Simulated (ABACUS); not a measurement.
# Ta (Im-3m) in ABACUS: equation of state

How stiff is Ta in PBE, and what volume does it want? The cell is scaled to several volumes.

Everything below comes from runs of ABACUS 3.10.1. Logs are shortened: lines on timing, memory, paths and dates and some standing lists are left out, and cuts for length are marked.

**Measured values to compare with.**

“Pressure effects on the electronic structure and superconductivity of (TaNb)0.67(HfZrTi)0.33 high entropy alloy”, 2019, arxiv:1910.08312 quotes, for a bulk crystal of Ta: bulk modulus 194 GPa.

The runs below are set against these values where they give the same quantity.

## (1) The crystal as given

It takes space group Im-3m (No. 229, cubic). The conventional cell has a = 3.303 Å, b = 3.303 Å, c = 3.303 Å, α = 90.00°, β = 90.00°, γ = 90.00°. Ta (site symmetry m-3m) has 8 Ta at 2.86 Å as nearest neighbours.

## (2) Equation of state, PBE, 16.93 Å³/atom (volume scaled by 0.94)

INPUT

```
INPUT_PARAMETERS
suffix              Ta
calculation         scf
basis_type          pw
pseudo_dir          ./
symmetry            1
dft_functional      pbe
ecutwfc             58
pseudo_rcut         10
nspin               1
nbands              11
ks_solver           dav
smearing_method     fd
smearing_sigma      0.00367493
scf_thr             1e-08
scf_nmax            100
mixing_type         broyden
mixing_beta         0.7
cal_force           1
cal_stress          1
kpar                4
```

STRU

```
ATOMIC_SPECIES
Ta 180.9479 Ta.upf

LATTICE_CONSTANT
1.8897261246

LATTICE_VECTORS
-1.6175709496 1.6175709496 1.6175709496
1.6175709496 -1.6175709496 1.6175709496
1.6175709496 1.6175709496 -1.6175709496

ATOMIC_POSITIONS
Direct

Ta
0.0
1
0.0000000000 0.0000000000 0.0000000000 1 1 1
```

KPT

```
K_POINTS
0
Gamma
11 11 11 0 0 0
```

Potentials or basis: PseudoDojo NC SR 0.4.1 PBE standard, plane waves.

Run with:

```console
OMP_NUM_THREADS=1 mpirun -np 4 abacus > log
```

running log:

```text
ABACUS v3.10.1

               Atomic-orbital Based Ab-initio Computation at UStc

 ------------------------------------------------------------------------------------

 READING GENERAL INFORMATION
                           global_out_dir = OUT.Ta/
                           global_in_card = INPUT
                               pseudo_dir = ./
                              orbital_dir =
                                    DSIZE = 4
                                    GSIZE = 1

 READING UNITCELL INFORMATION
                                    ntype = 1
                  lattice constant (Bohr) = 1.88973
              lattice constant (Angstrom) = 1

 READING ATOM TYPE 1
                               atom label = Ta
                      L=0, number of zeta = 1
                      L=1, number of zeta = 1
                      L=2, number of zeta = 1
             number of atom for this type = 1

                        TOTAL ATOM NUMBER = 1
DIRECT COORDINATES
    atom                   x                   y                   z     mag                  vx                  vy                  vz
taud_Ta1            0.0000000000        0.0000000000        0.0000000000  0.0000        0.0000000000        0.0000000000        0.0000000000

                          Volume (Bohr^3) = 114.247
                             Volume (A^3) = 16.9297

 Lattice vectors: (Cartesian coordinate: in unit of a_0)
             -1.61757            +1.61757            +1.61757
             +1.61757            -1.61757            +1.61757
             +1.61757            +1.61757            -1.61757
 Reciprocal vectors: (Cartesian coordinate: in unit of 2 pi/a_0)
                   +0           +0.309105           +0.309105
            +0.309105                  +0           +0.309105
            +0.309105           +0.309105                  +0
 The esolver type has been set to : ksdft_pw

                PAO radial cut off (Bohr) = 10

 Read in pseudopotential file is Ta.upf
                     pseudopotential type = NC
          exchange-correlation functional = PBE
                 nonlocal core correction = 1
                        valence electrons = 13
                                     lmax = 3
                           number of zeta = 4
                     number of projectors = 8
                           L of projector = 0
                           L of projector = 0
                           L of projector = 1
                           L of projector = 1
                           L of projector = 2
                           L of projector = 2
                           L of projector = 3
                           L of projector = 3
     initial pseudo atomic orbital number = 10

 SETUP THE ELECTRONS NUMBER
            electron number of element Ta = 13
      total electron number of element Ta = 13
            AUTOSET number of electrons:  = 13
                           occupied bands = 7
                                   NBANDS = 11
                                   NLOCAL = 9

%%%%%%%%%%%%%%%%%%%%%%%%%%%%%%%%%%%%%%%%%%%%%%%%%%%%%%%%%%%%%%%%%%%%%%%%%%%%%%%%%%%%%%%%%%%%%%%%%%%%%%%%%%
 Warning: the number of valence electrons in pseudopotential > 5 for Ta: [Xe] 4f14 5d3 6s2
 Pseudopotentials with additional electrons can yield (more) accurate outcomes, but may be less efficient.
 If you're confident that your chosen pseudopotential is appropriate, you can safely ignore this warning.
%%%%%%%%%%%%%%%%%%%%%%%%%%%%%%%%%%%%%%%%%%%%%%%%%%%%%%%%%%%%%%%%%%%%%%%%%%%%%%%%%%%%%%%%%%%%%%%%%%%%%%%%%%

 SETUP THE PLANE WAVE BASIS
 energy cutoff for charge/potential (unit:Ry) = 232
            fft grid for charge/potential = [ 25, 25, 25 ]
                        fft grid division = [ 1, 1, 1 ]
        big fft grid for charge/potential = [ 25, 25, 25 ]
                                     nbxx = 15625
                                     nrxx = 15625

 SETUP PLANE WAVES FOR CHARGE/POTENTIAL
                    number of plane waves = 6819
                         number of sticks = 483

 PARALLEL PW FOR CHARGE/POTENTIAL
     PROC   COLUMNS(POT)             PW
        1            483           6819
 --------------- sum -------------------
        1            483           6819
                            number of |g| = 103
                                  max |g| = 20.8291
                                  min |g| = 0

----------- Double Check Mixing Parameters Begin ------------
mixing_type: broyden
mixing_beta: 0.7
mixing_gg0: 1
mixing_gg0_min: 0.1
mixing_ndim: 8
----------- Double Check Mixing Parameters End ------------

 LATTICE VECTORS: (CARTESIAN COORDINATE: IN UNIT OF A0)
             -1.61757            +1.61757            +1.61757
[... 28 lines left out ...]
                   Input type of k points = Monkhorst-Pack(Gamma)
                                   nkstot = 1331
                       right hand lattice = 1
(for reciprocal lattice: )
                             BRAVAIS TYPE = 3
                     BRAVAIS LATTICE NAME = 03. Cubic F (face-centered)
                                    ibrav = 3
                       right hand lattice = 1
(for k-lattice: )
                             BRAVAIS TYPE = 3
                     BRAVAIS LATTICE NAME = 03. Cubic F (face-centered)
                                    ibrav = 3
                       right hand lattice = 1
                        ROTATION MATRICES = 48
                               nkstot_ibz = 56
K-POINTS REDUCTION ACCORDING TO SYMMETRY
     IBZ    DIRECT_X    DIRECT_Y    DIRECT_Z  WEIGHT  ibz2bz
       1  0.00000000  0.00000000  0.00000000  0.0008       0
       2 -0.09090909  0.09090909  0.00000000  0.0090       1
       3 -0.18181818  0.18181818  0.00000000  0.0090       2
       4 -0.27272727  0.27272727  0.00000000  0.0090       3
       5 -0.36363636  0.36363636  0.00000000  0.0090       4
       6 -0.45454545  0.45454545  0.00000000  0.0090       5
[... 22 lines left out ...]
      29 -0.36363636  0.09090909  0.36363636  0.0180     172
      30 -0.36363636  0.27272727  0.18181818  0.0361     173
[... 26 further k points ...]

                               nkstot now = 56
[... K-POINTS DIRECT COORDINATES: 56 rows ...]

           k-point number in this process = 14
       minimum distributed K point number = 14
[... stars of the k points ...]

[... K-POINTS CARTESIAN COORDINATES: 14 rows ...]

[... K-POINTS DIRECT COORDINATES: 14 rows ...]

 SETUP PLANE WAVES FOR WAVE FUNCTIONS
     energy cutoff for wavefunc (unit:Ry) = 58
              fft grid for wave functions = [ 25, 25, 25 ]
                    number of plane waves = 1409
                         number of sticks = 169

 PARALLEL PW FOR WAVE FUNCTIONS
     PROC   COLUMNS(POT)             PW
        1            169           1409
 --------------- sum -------------------
        1            169           1409

 SETUP NONLOCAL PSEUDOPOTENTIALS IN PLANE WAVE BASIS
 Ta non-local projectors:
 projector 1 L=0
 projector 2 L=0
 projector 3 L=1
 projector 4 L=1
 projector 5 L=2
 projector 6 L=2
 projector 7 L=3
 projector 8 L=3
      TOTAL NUMBER OF NONLOCAL PROJECTORS = 32

 Init Non-Local PseudoPotential table :
 Init Non-Local-Pseudopotential done.

                                     npwx = 887

 Make real space PAO into reciprocal space.
       max mesh points in Pseudopotential = 1001
     dq(describe PAO in reciprocal space) = 0.01
                                    max q = 918

 number of pseudo atomic orbitals for Ta is 4
WARNING: norm of atomic wavefunction # 3 of atomic type Ta is 0.999937, renormalized
WARNING: norm of atomic wavefunction # 4 of atomic type Ta is 0.999865, renormalized

 -------------------------------------------
 SELF-CONSISTENT
 -------------------------------------------
                                 init_chg = atomic

 PW ALGORITHM --------------- ION=   1  ELEC=   1--------------------------------
 Notice: Threshold on eigenvalues was too large.
 hsover_error=0.13 > DRHO=0.0190876
 Origin diag ethr = 0.01
 New diag ethr = 0.000146828

 Density error is 0.0199743004311
                          Error Threshold = 0.000146827897546
----------------------------------------------------------
     Energy           Rydberg                 eV
----------------------------------------------------------
 E_KohnSham     -130.2000591953      -1771.4626849928
 E_Harris       -130.9551284291      -1781.7359289574
 E_Fermi        1.4727756808         20.0381411352
----------------------------------------------------------
[... 39 lines left out ...]
 Density error is 3.53618793263e-09
                          Error Threshold = 9.48697776258e-10
----------------------------------------------------------
     Energy           Rydberg                 eV
----------------------------------------------------------
 E_KohnSham     -130.2030214249      -1771.5029881949
 E_KS(sigma->0) -130.2027988268      -1771.4999595919
 E_Harris       -130.2032612699      -1771.5062514532
 E_band         -6.4807965704        -88.1757609363
 E_one_elec     -13.8356673127       -188.2439110848
 E_Hartree      13.9330008374        189.5682016279
 E_xc           -29.6984183857       -404.0677116331
 E_Ewald        -100.6014913677      -1368.7535098990
 E_entropy(-TS) -0.0004451963        -0.0060572060
 E_descf        0.0000000000         0.0000000000
 E_exx          0.0000000000         0.0000000000
 E_Fermi        1.4543144593         19.7869633303
----------------------------------------------------------

 charge density convergence is achieved
 final etot is -1771.5029882 eV
 EFERMI = 19.78696333 eV

 STATE ENERGY(eV) AND OCCUPATIONS    NSPIN == 1
 1/14 kpoint (Cartesian) = 0.0000 0.0000 0.0000 (887 pws)
       1       -47.2030     0.00150263
       2       -13.0252     0.00150263
       3       -13.0252     0.00150263
       4       -13.0252     0.00150263
       5        11.6501     0.00150263
       6        20.5188    6.60487e-10
       7        20.5188    6.60487e-10
       8        20.5188    6.60487e-10
       9        24.0178    2.68021e-40
      10        24.0178    2.68021e-40
      11        34.6339        0.00000
[... 53 lines left out ...]
 6/14 kpoint (Cartesian) = 0.14050 -0.14050 0.0000 (850 pws)
       1       -47.0543      0.0180316
       2       -14.4339      0.0180316
       3       -13.4742      0.0180316
       4       -13.0366      0.0180316
       5        15.1380      0.0180316
       6        18.0969      0.0180316
       7        21.4154    1.29391e-16
       8        23.9933    5.24889e-39
       9        24.9942    1.06405e-47
      10        27.8930    7.05011e-73
      11        31.9184        0.00000

[... levels at 8 further k points ...]

------------------------------------------------------------------------------------------
 TOTAL-FORCE (eV/Angstrom)
------------------------------------------------------------------------------------------
                       Ta1         0.0000000000         0.0000000000         0.0000000000
------------------------------------------------------------------------------------------

----------------------------------------------------------------
 TOTAL-STRESS (KBAR)
----------------------------------------------------------------
       171.1119545430        -0.0000000000        -0.0000000000
        -0.0000000000       171.1119545430         0.0000000000
         0.0000000000         0.0000000000       171.1119545430
----------------------------------------------------------------
 TOTAL-PRESSURE: 171.111955 KBAR

 --------------------------------------------
 !FINAL_ETOT_IS -1771.5029881949285482 eV
 --------------------------------------------
```

Run time: 2 s. Hardware: 4 MPI ranks of Intel Xeon Platinum 8259CL at 2.50GHz (Skylake/Cascade Lake), shared host; peak memory 0.24 GiB.

Results:

```
Free energy            : -1771.5030 eV
Pressure               : 17.1 GPa
Band gap on the k mesh : none (metal or under the smearing width)
```

## (3) Equation of state, PBE, 17.29 Å³/atom (volume scaled by 0.96)

INPUT is that of step 2.

STRU

```
ATOMIC_SPECIES
Ta 180.9479 Ta.upf

LATTICE_CONSTANT
1.8897261246

LATTICE_VECTORS
-1.6289626696 1.6289626696 1.6289626696
1.6289626696 -1.6289626696 1.6289626696
1.6289626696 1.6289626696 -1.6289626696

ATOMIC_POSITIONS
Direct

Ta
0.0
1
0.0000000000 0.0000000000 0.0000000000 1 1 1
```

KPT is that of step 2.

Potentials or basis: PseudoDojo NC SR 0.4.1 PBE standard, plane waves.

Run with:

```console
OMP_NUM_THREADS=1 mpirun -np 4 abacus > log
```

It took 1.7 s on 4 MPI ranks of Intel Xeon Platinum 8259CL at 2.50GHz (Skylake/Cascade Lake), shared host; peak memory 0.24 GiB.

The run converged. Its results:

```yaml
Free_energy: -1771.5353 eV
Pressure: 11.7 GPa
Band_gap_on_the_k_mesh: none (metal or under the smearing width)
```

## (4) Equation of state, PBE, 17.65 Å³/atom (volume scaled by 0.98)

INPUT is that of step 3.

STRU

```
ATOMIC_SPECIES
Ta 180.9479 Ta.upf

LATTICE_CONSTANT
1.8897261246

LATTICE_VECTORS
-1.6401972500 1.6401972500 1.6401972500
1.6401972500 -1.6401972500 1.6401972500
1.6401972500 1.6401972500 -1.6401972500

ATOMIC_POSITIONS
Direct

Ta
0.0
1
0.0000000000 0.0000000000 0.0000000000 1 1 1
```

KPT is that of step 3.

Run with:

```console
OMP_NUM_THREADS=1 mpirun -np 4 abacus > log
```

Wall time 1.7 s (4 MPI ranks of Intel Xeon Platinum 8259CL at 2.50GHz (Skylake/Cascade Lake), shared host); peak memory 0.24 GiB.

It converged, with:

```
Free energy            : -1771.5562 eV
Pressure               : 6.9 GPa
Band gap on the k mesh : none (metal or under the smearing width)
```

[end of part 1 of 2]
